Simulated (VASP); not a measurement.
# ScAl3: vacancies and antisites compared, part 6 of 7

Wanted: a map of the native defects of ScAl3, all in one supercell and at one level. The start is a computed cell from the Materials Project.

VASP 6.6.1, plane waves and PAW; the level of theory is named at each step.

So far, formation energy of the neutral defect (eV): step 7 (energies of this defect, 31 atoms, defect vacancy, element …) 2.18; step 9 (Sc8Al23, element Al, defect Al vacancy) 1.14.

## 10. The defect cell, 32 atoms, defect Sc on the Al site

This step: PBE; plane waves and PAW (Sc_sv, Al) (VASP 6.6.1).

System of this step: Sc9Al23. The cell holds 32 atoms: 9 Sc and 23 Al. Its edges and angles: a = 8.207 Å, b = 8.207 Å, c = 8.207 Å, α = 90.0°, β = 90.0°, γ = 90.0°. It derives from ScAl3. Nearest the centre at fractional (0.250, 0.250, 0.000): Sc9 at 0.00 Å, Sc1 at 2.90 Å, Sc7 at 2.90 Å, Sc3 at 2.90 Å, Sc5 at 2.90 Å, Al22 at 2.90 Å, Al18 at 2.90 Å, Al17 at 2.90 Å.

INCAR reads:

```
SYSTEM = Sc9Al23
PREC = Normal
ENCUT = 300
EDIFF = 1E-05
NELM = 120
ISMEAR = 1
SIGMA = 0.2
LREAL = Auto
ALGO = Fast
GGA = PE
NBANDS = 112
LASPH = .TRUE.
LORBIT = 11
LWAVE = .FALSE.
LCHARG = .TRUE.
KPAR = 4
NCORE = 2
IBRION = 2
NSW = 50
ISIF = 2
EDIFFG = -0.03
POTIM = 0.4
MAXMIX = 40
ISYM = 2
```

POSCAR reads:

```
Sc9Al23
1.0
    8.2070806470      0.0000000000      0.0000000000
    0.0000000000      8.2070806470      0.0000000000
    0.0000000000      0.0000000000      8.2070806470
Sc Al
9 23
Direct
    0.0000000000      0.0000000000      0.0000000000
    0.0000000000      0.0000000000      0.5000000000
    0.0000000000      0.5000000000      0.0000000000
    0.0000000000      0.5000000000      0.5000000000
    0.5000000000      0.0000000000      0.0000000000
    0.5000000000      0.0000000000      0.5000000000
    0.5000000000      0.5000000000      0.0000000000
    0.5000000000      0.5000000000      0.5000000000
    0.2500000000      0.2500000000      0.0000000000
    0.2500000000      0.2500000000      0.5000000000
    0.2500000000      0.7500000000      0.0000000000
    0.2500000000      0.7500000000      0.5000000000
    0.7500000000      0.2500000000      0.0000000000
    0.7500000000      0.2500000000      0.5000000000
    0.7500000000      0.7500000000      0.0000000000
    0.7500000000      0.7500000000      0.5000000000
    0.0000000000      0.2500000000      0.2500000000
    0.0000000000      0.2500000000      0.7500000000
    0.0000000000      0.7500000000      0.2500000000
    0.0000000000      0.7500000000      0.7500000000
    0.5000000000      0.2500000000      0.2500000000
    0.5000000000      0.2500000000      0.7500000000
    0.5000000000      0.7500000000      0.2500000000
    0.5000000000      0.7500000000      0.7500000000
    0.2500000000      0.0000000000      0.2500000000
    0.2500000000      0.0000000000      0.7500000000
    0.2500000000      0.5000000000      0.2500000000
    0.2500000000      0.5000000000      0.7500000000
    0.7500000000      0.0000000000      0.2500000000
    0.7500000000      0.0000000000      0.7500000000
    0.7500000000      0.5000000000      0.2500000000
    0.7500000000      0.5000000000      0.7500000000
```

KPOINTS reads:

```
Automatic mesh
0
Monkhorst-Pack
3 3 3
0 0 0
```

The projector-augmented-wave data sets are Sc_sv and Al (PBE family, release 64).

Command:

```console
mpirun -np 8 vasp_std
```

The program printed:

```text
[... set-up lines as in an earlier step ...]
 entering main loop
       N       E                     dE             d eps       ncg     rms          rms(c)
DAV:   1     0.157776212893E+04    0.15778E+04   -0.52068E+04  1576   0.906E+02
DAV:   2    -0.730511240587E+01   -0.15851E+04   -0.15468E+04  1720   0.483E+02
DAV:   3    -0.154545605932E+03   -0.14724E+03   -0.13878E+03  2264   0.152E+02
DAV:   4    -0.164642033370E+03   -0.10096E+02   -0.97682E+01  2216   0.355E+01
[...]
RMM:  16    -0.156001765212E+03   -0.23806E-05   -0.21069E-04  1369   0.413E-02    0.255E-02
RMM:  17    -0.156001743027E+03    0.22185E-04   -0.14697E-04  1309   0.571E-02    0.177E-02
RMM:  18    -0.156001748461E+03   -0.54347E-05   -0.46374E-05  1074   0.219E-02
   1 F= -.15600175E+03 E0= -.15599987E+03  d E =-.156002E+03
[... from here on, the cycles between the ionic steps are left out ...]
   2 F= -.15606673E+03 E0= -.15606443E+03  d E =-.649770E-01
   3 F= -.15611047E+03 E0= -.15610715E+03  d E =-.108722E+00
   4 F= -.15611047E+03 E0= -.15610710E+03  d E =-.108721E+00
   5 F= -.15611562E+03 E0= -.15611200E+03  d E =-.515115E-02
   6 F= -.15611673E+03 E0= -.15611257E+03  d E =-.626096E-02
   7 F= -.15611784E+03 E0= -.15611389E+03  d E =-.736636E-02
   8 F= -.15611889E+03 E0= -.15611490E+03  d E =-.105888E-02
   9 F= -.15611934E+03 E0= -.15611528E+03  d E =-.150301E-02
[...]
reached required accuracy - stopping structural energy minimisation
```

It took 2.6 min on 8 MPI ranks of Intel Xeon Platinum 8488C (Sapphire Rapids), shared host; peak memory 2.2 GiB; 21 min of CPU time.

From OUTCAR (step 10):

```text
  Total        5.5929754      5.5929754      5.5271650      0.0000000     -0.0000000     -0.0000000
  in kB       16.2101633     16.2101633     16.0194245      0.0000000     -0.0000000     -0.0000000
  external PRESSURE =      16.1465837 kB  Pullay stress =       0.0000000 kB

 POSITION                                       TOTAL-FORCE (eV/Angst)
 -----------------------------------------------------------------------------------
      8.15114      8.15114      0.00000         0.000316      0.000316      0.000000
      8.20032      8.20032      4.10354        -0.006446     -0.006446      0.000000
      8.15114      4.15948      0.00000         0.000316     -0.000316      0.000000
      8.20032      4.11030      4.10354        -0.006446      0.006446      0.000000
      4.15948      8.15114      0.00000        -0.000316      0.000316      0.000000
      4.11030      8.20032      4.10354         0.006446     -0.006446     -0.000000
      4.15948      4.15948      0.00000        -0.000316     -0.000316     -0.000000
      4.11030      4.11030      4.10354         0.006446      0.006446     -0.000000
      2.05177      2.05177      0.00000        -0.000000      0.000000      0.000000
      2.05177      2.05177      4.10354        -0.000000      0.000000      0.000000
      2.05177      6.15531      0.00000        -0.000000      0.000000      0.000000
      2.05177      6.15531      4.10354        -0.000000      0.000000      0.000000
      6.15531      2.05177      0.00000        -0.000000      0.000000      0.000000
      6.15531      2.05177      4.10354        -0.000000      0.000000      0.000000
[...]
-----------------------------------------------------------------------------------
    total drift:                                0.000000     -0.000000      0.000000

  FREE ENERGIE OF THE ION-ELECTRON SYSTEM (eV)
  ---------------------------------------------------
  free  energy   TOTEN  =      -156.1193388453 eV

  energy  without entropy=     -156.1071604948  energy(sigma->0) =     -156.11527940

[... 2 parts as in an earlier step ...]

[... 2 further parts left out ...]
[key lines of the parts left out:]
E-fermi :   7.1246
```

Step by step:

```
step  energy less that of the first step (eV)  largest force (eV/Å)
   1                                   0.0000                0.6890
   2                                  -0.0650                0.4315
   3                                  -0.1087                0.1151
   4                                  -0.1087                0.1164
   5                                  -0.1139                0.0667
   6                                  -0.1150                0.0953
   7                                  -0.1161                0.0666
   8                                  -0.1171                0.0343
   9                                  -0.1176                0.0101
```

The atoms that moved most (Å):

```
atom      dx      dy      dz  length
 Sc1  -0.056  -0.056   0.000   0.079
 Sc3  -0.056   0.056   0.000   0.079
 Sc7   0.056   0.056   0.000   0.079
 Sc5   0.056  -0.056   0.000   0.079
Al24   0.002   0.000  -0.022   0.022
Al23   0.002   0.000   0.022   0.022
Al19  -0.002   0.000   0.022   0.022
Al20  -0.002   0.000  -0.022   0.022
```

The relaxed structure:

```xyz
32
Lattice="8.2071 0.0000 0.0000 0.0000 8.2071 0.0000 0.0000 0.0000 8.2071" Properties=species:S:1:pos:R:3 pbc="T T T"
Sc   -0.0559   -0.0559    0.0000
Sc   -0.0068   -0.0068    4.1035
Sc   -0.0559    4.1595    0.0000
Sc   -0.0068    4.1103    4.1035
Sc    4.1595   -0.0559    0.0000
Sc    4.1103   -0.0068    4.1035
Sc    4.1595    4.1595    0.0000
Sc    4.1103    4.1103    4.1035
Sc    2.0518    2.0518    0.0000
Al    2.0518    2.0518    4.1035
Al    2.0518    6.1553    0.0000
Al    2.0518    6.1553    4.1035
Al    6.1553    2.0518    0.0000
Al    6.1553    2.0518    4.1035
Al    6.1553    6.1553    0.0000
Al    6.1553    6.1553    4.1035
Al   -0.0069    2.0518    2.0520
Al   -0.0069    2.0518    6.1551
Al   -0.0022    6.1553    2.0740
Al   -0.0022    6.1553    6.1331
Al    4.1104    2.0518    2.0520
Al    4.1104    2.0518    6.1551
Al    4.1057    6.1553    2.0740
Al    4.1057    6.1553    6.1331
Al    2.0518   -0.0069    2.0520
Al    2.0518   -0.0069    6.1551
Al    2.0518    4.1104    2.0520
Al    2.0518    4.1104    6.1551
Al    6.1553   -0.0022    2.0740
Al    6.1553   -0.0022    6.1331
Al    6.1553    4.1057    2.0740
Al    6.1553    4.1057    6.1331
```

The run ended after 9 ionic steps, 0.118 eV below its first step, once the forces on the free atoms met EDIFFG = -0.03.

The 12 first neighbours (Al and Sc) lie 2.90 Å from the site in the perfect crystal and 2.93 Å on average from the atom on it after the relaxation (+1.0 %).

## 11. Energies of this defect, 32 atoms, defect substitution, element Al

This step: point defect, PBE; plane waves and PAW (VASP 6.6.1).

Derived from the runs above.

The formation energy is the energy of the relaxed defect cell less that of the perfect cell, with each removed atom booked to its reference and each added atom taken from it.

References, in eV an atom: Al -3.750 (crystal Fm-3m) and Sc -6.249 (crystal P6_3/mmc). They were run at the supercell's cutoff and functional, without U, and count both elements from their own phases.

The formation energy is 0.574 eV, and the largest move of an atom 0.08 Å.

## 12. The defect cell, 32 atoms, defect Al on the Sc site

This step: PBE; plane waves and PAW (Al, Sc_sv) (VASP 6.6.1).

System of this step: Sc7Al25. The cell holds 32 atoms: 25 Al and 7 Sc. Its edges and angles: a = 8.207 Å, b = 8.207 Å, c = 8.207 Å, α = 90.0°, β = 90.0°, γ = 90.0°. It derives from ScAl3. Nearest the centre at fractional (0.000, 0.000, 0.000): Al1 at 0.00 Å, Al2 at 2.90 Å, Al4 at 2.90 Å, Al6 at 2.90 Å, Al8 at 2.90 Å, Al12 at 2.90 Å, Al11 at 2.90 Å, Al10 at 2.90 Å.

Edit INCAR of step 10 so:

```diff
@@ -1,2 +1,2 @@
-SYSTEM = Sc9Al23
+SYSTEM = Sc7Al25
 PREC = Normal
@@ -10,3 +10,3 @@
 GGA = PE
-NBANDS = 112
+NBANDS = 104
 LASPH = .TRUE.
```

Edit POSCAR of step 10 so:

```diff
@@ -1,2 +1,2 @@
-Sc9Al23
+Sc7Al25
 1.0
@@ -5,13 +5,6 @@
     0.0000000000      0.0000000000      8.2070806470
-Sc Al
-9 23
+Al Sc
+25 7
 Direct
     0.0000000000      0.0000000000      0.0000000000
-    0.0000000000      0.0000000000      0.5000000000
-    0.0000000000      0.5000000000      0.0000000000
-    0.0000000000      0.5000000000      0.5000000000
-    0.5000000000      0.0000000000      0.0000000000
-    0.5000000000      0.0000000000      0.5000000000
-    0.5000000000      0.5000000000      0.0000000000
-    0.5000000000      0.5000000000      0.5000000000
     0.2500000000      0.2500000000      0.0000000000
@@ -40 +33,8 @@
     0.7500000000      0.5000000000      0.7500000000
+    0.0000000000      0.0000000000      0.5000000000
+    0.0000000000      0.5000000000      0.0000000000
+    0.0000000000      0.5000000000      0.5000000000
+    0.5000000000      0.0000000000      0.0000000000
+    0.5000000000      0.0000000000      0.5000000000
+    0.5000000000      0.5000000000      0.0000000000
+    0.5000000000      0.5000000000      0.5000000000
```

KPOINTS is that of step 10.

The projector-augmented-wave data sets are Al and Sc_sv (PBE family, release 64).

Command:

```console
mpirun -np 8 vasp_std
```

The program printed:

```text
[banner, memory and clock lines left out]
running    8 mpi-ranks, on    1 nodes
[...]
LDA part: xc-table for (Slater+PW92), standard interpolation
 POSCAR, INCAR and KPOINTS ok, starting setup
[...]
entering main loop
       N       E                     dE             d eps       ncg     rms          rms(c)
DAV:   1     0.122664855215E+04    0.12266E+04   -0.46330E+04  1000   0.849E+02
DAV:   2    -0.375658224450E+02   -0.12642E+04   -0.12292E+04  1048   0.419E+02
DAV:   3    -0.149107897660E+03   -0.11154E+03   -0.10521E+03  1400   0.137E+02
DAV:   4    -0.156174055034E+03   -0.70662E+01   -0.68415E+01  1376   0.306E+01
[...]
RMM:  17    -0.149292249687E+03    0.66196E-04   -0.93618E-04   986   0.103E-01    0.268E-02
RMM:  18    -0.149292232509E+03    0.17178E-04   -0.56267E-05   712   0.398E-02    0.154E-02
RMM:  19    -0.149292227382E+03    0.51274E-05   -0.20805E-05   596   0.231E-02
   1 F= -.14929223E+03 E0= -.14930899E+03  d E =-.149292E+03
[...]
RMM:   8    -0.149312567395E+03   -0.77203E-05   -0.16109E-04   755   0.272E-02    0.264E-02
RMM:   9    -0.149312561678E+03    0.57166E-05   -0.21266E-05   599   0.270E-02
   2 F= -.14931256E+03 E0= -.14932904E+03  d E =-.203343E-01
[...]
trial-energy change:   -0.020334  1 .order   -0.020795   -0.022733   -0.018856
 step:   4.0000(harm=  5.8640)  dis= 0.02194  next Energy=  -149.358881 (dE=-0.667E-01)
[...]
N       E                     dE             d eps       ncg     rms          rms(c)
DAV:   1    -0.149344818521E+03   -0.32251E-01   -0.89183E-01   920   0.212E+00    0.540E-01
RMM:   2    -0.149342321533E+03    0.24970E-02   -0.71525E-02   986   0.111E+00    0.222E-01
RMM:   3    -0.149344467990E+03   -0.21465E-02   -0.18697E-02  1006   0.324E-01    0.110E-01
RMM:   4    -0.149344227906E+03    0.24008E-03   -0.25840E-03   992   0.204E-01    0.649E-02
RMM:   5    -0.149344250855E+03   -0.22949E-04   -0.16624E-03  1032   0.111E-01    0.272E-02
RMM:   6    -0.149344266277E+03   -0.15422E-04   -0.16280E-04   810   0.407E-02    0.378E-02
RMM:   7    -0.149344270972E+03   -0.46948E-05   -0.45496E-05   653   0.382E-02
   3 F= -.14934427E+03 E0= -.14935946E+03  d E =-.520436E-01
[...]
reached required accuracy - stopping structural energy minimisation
```

It took 44 s on 8 MPI ranks; peak memory 1.9 GiB; 5.7 min of CPU time.

OUTCAR, selected parts (step 12):

```text
  Total       -0.4479773     -0.4479773     -0.4479773      0.0000000     -0.0000000      0.0000000
  in kB       -1.2983760     -1.2983760     -1.2983760      0.0000000     -0.0000000      0.0000000
  external PRESSURE =      -1.2983760 kB  Pullay stress =       0.0000000 kB

 POSITION                                       TOTAL-FORCE (eV/Angst)
 -----------------------------------------------------------------------------------
      0.00000      0.00000      0.00000         0.000000     -0.000000     -0.000000
      2.02983      2.02983      0.00000        -0.013752     -0.013752     -0.000000
      2.04159      2.04159      4.10354        -0.014358     -0.014358     -0.000000
      2.02983      6.17725      0.00000        -0.013752      0.013752     -0.000000
      2.04159      6.16549      4.10354        -0.014358      0.014358     -0.000000
      6.17725      2.02983      0.00000         0.013752     -0.013752     -0.000000
      6.16549      2.04159      4.10354         0.014358     -0.014358     -0.000000
      6.17725      6.17725      0.00000         0.013752      0.013752     -0.000000
      6.16549      6.16549      4.10354         0.014358      0.014358     -0.000000
      0.00000      2.02983      2.02983        -0.000000     -0.013752     -0.013752
      0.00000      2.02983      6.17725        -0.000000     -0.013752      0.013752
      0.00000      6.17725      2.02983         0.000000      0.013752     -0.013752
      0.00000      6.17725      6.17725         0.000000      0.013752      0.013752
      4.10354      2.04159      2.04159        -0.000000     -0.014358     -0.014358
[...]
-----------------------------------------------------------------------------------
    total drift:                                0.000000     -0.000000      0.000000

  FREE ENERGIE OF THE ION-ELECTRON SYSTEM (eV)
  ---------------------------------------------------
  free  energy   TOTEN  =      -149.3442709720 eV

  energy  without entropy=     -149.3898238267  energy(sigma->0) =     -149.35945526

[... 3 parts as in an earlier step ...]

[... 1 further part left out ...]
[key lines of the parts left out:]
E-fermi :   7.2646
```

Step by step:

```
step  energy less that of the first step (eV)  largest force (eV/Å)
   1                                   0.0000                0.2010
   2                                  -0.0203                0.1671
   3                                  -0.0520                0.0203
```

The atoms that moved most (Å):

```
atom      dx      dy      dz  length
 Al2  -0.022  -0.022   0.000   0.031
Al10   0.000  -0.022  -0.022   0.031
Al18  -0.022   0.000  -0.022   0.031
 Al6   0.022  -0.022   0.000   0.031
Al11   0.000  -0.022   0.022   0.031
Al12   0.000   0.022  -0.022   0.031
Al19  -0.022   0.000   0.022   0.031
 Al4  -0.022   0.022   0.000   0.031
```

Final coordinates:

```
Al Sc
1.0
     8.20708    0.00000    0.00000
     0.00000    8.20708    0.00000
     0.00000    0.00000    8.20708
Al Sc
25 7
Direct
  0.00000 0.00000 0.00000
  0.24733 0.24733 0.00000
  0.24876 0.24876 0.50000
  0.24733 0.75267 0.00000
  0.24876 0.75124 0.50000
  0.75267 0.24733 0.00000
  0.75124 0.24876 0.50000
  0.75267 0.75267 0.00000
  0.75124 0.75124 0.50000
  0.00000 0.24733 0.24733
  0.00000 0.24733 0.75267
  0.00000 0.75267 0.24733
  0.00000 0.75267 0.75267
  0.50000 0.24876 0.24876
  0.50000 0.24876 0.75124
  0.50000 0.75124 0.24876
  0.50000 0.75124 0.75124
  0.24733 0.00000 0.24733
  0.24733 0.00000 0.75267
  0.24876 0.50000 0.24876
  0.24876 0.50000 0.75124
  0.75267 0.00000 0.24733
  0.75267 0.00000 0.75267
  0.75124 0.50000 0.24876
  0.75124 0.50000 0.75124
  0.00000 0.00000 0.50000
  0.00000 0.50000 0.00000
  0.00000 0.50000 0.50000
  0.50000 0.00000 0.00000
  0.50000 0.00000 0.50000
  0.50000 0.50000 0.00000
  0.50000 0.50000 0.50000
```

The run ended after 3 ionic steps, 0.052 eV below its first step, once the forces on the free atoms met EDIFFG = -0.03.

The 12 first neighbours (Al) lie 2.90 Å from the site in the perfect crystal and 2.87 Å on average from the atom on it after the relaxation (-1.1 %).

## 13. Energies of this defect, 32 atoms, defect substitution, element Sc

This step: point defect, PBE; plane waves and PAW (VASP 6.6.1).

No new run; the numbers come from the runs before.

The formation energy is the energy of the relaxed defect cell less that of the perfect cell, with each removed atom booked to its reference and each added atom taken from it.

References, in eV an atom: Al -3.750 (crystal Fm-3m) and Sc -6.249 (crystal P6_3/mmc). They were run at the supercell's cutoff and functional, without U, and count both elements from their own phases.

The formation energy is 2.333 eV, and the largest move of an atom 0.03 Å.

(Part 6 of 7 ends here.)

[Lines on the potential files, build, host, timing and source positions are cut from VASP's logs without a mark.]

[Logs are printed without paths, hosts, clocks, repeated set-up lines and the standing remarks that a program may print on its own settings, such as how far it seeks lower states.]

[Hosts, paths, dates, database ids (printed as entryN), source tags and the programs' standing remarks are cut or masked in the printed files.]

[In band tables of VASP the shares of atoms and orbitals are scaled to a sum of 1 inside the atoms' spheres.]

[Runs that stopped without an error message from VASP are left out.]
